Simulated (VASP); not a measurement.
A run of VASP 6.6.1:

The input INCAR:

```
SYSTEM = SnO2
ALGO     = Fast           ! electronic algorithm
EDIFF    = 1E-6           ! SCF threshold, eV
EDIFFG   = -0.005         ! ionic threshold
ENCUT    = 600            ! plane-wave cutoff, eV
GGA      = CA             ! functional
IBRION   = 2              ! ionic algorithm
ISIF     = 3              ! what is computed and relaxed
ISMEAR   = 0              ! smearing method
LASPH    = .TRUE.         ! aspherical terms in the spheres
LCHARG   = .FALSE.        ! write CHGCAR
LREAL    = .FALSE.        ! projectors in reciprocal space
LWAVE    = .FALSE.        ! write WAVECAR
NELM     = 80             ! most SCF steps
NSW      = 70             ! ionic steps
PREC     = Accurate       ! precision mode
SIGMA    = 0.02           ! smearing width, eV
```

Contents of KPOINTS:

```
k-points
0
G
  6 6 8
  0 0 0
```

The input POSCAR:

```
SnO2
1.0
    4.8274195329      0.0000000000      0.0000000000
    0.0000000000      4.8274195329      0.0000000000
    0.0000000000      0.0000000000      3.2380692451
Sn O
2 4
Direct
    0.0000000000      0.0000000000      0.0000000000
    0.5000000000      0.5000000000      0.5000000000
    0.3065442699      0.3065442699      0.0000000000
    0.1934557301      0.8065442699      0.5000000000
    0.6934557301      0.6934557301      0.0000000000
    0.8065442699      0.1934557301      0.5000000000
```

Potentials or basis: VASP PAW LDA potentials, release 64 (Sn_d, O).

Launch:

```sh
$ cat potpaw_LDA.64/Sn_d/POTCAR potpaw_LDA.64/O/POTCAR > POTCAR
$ mpirun -np 1 vasp_std > vasp.out
```

Hardware: 1 thread of Intel(R) Xeon(R) Platinum 8488C (Sapphire Rapids), with other jobs on the host.

**Question.** Estimate the wall time of this run.

**Answer.** It took 12 min on 1 thread of Intel(R) Xeon(R) Platinum 8488C (Sapphire Rapids), with other jobs on the host, peak memory 0.27 GiB. Counts: scf iterations 85, k points 50, ion steps 11.
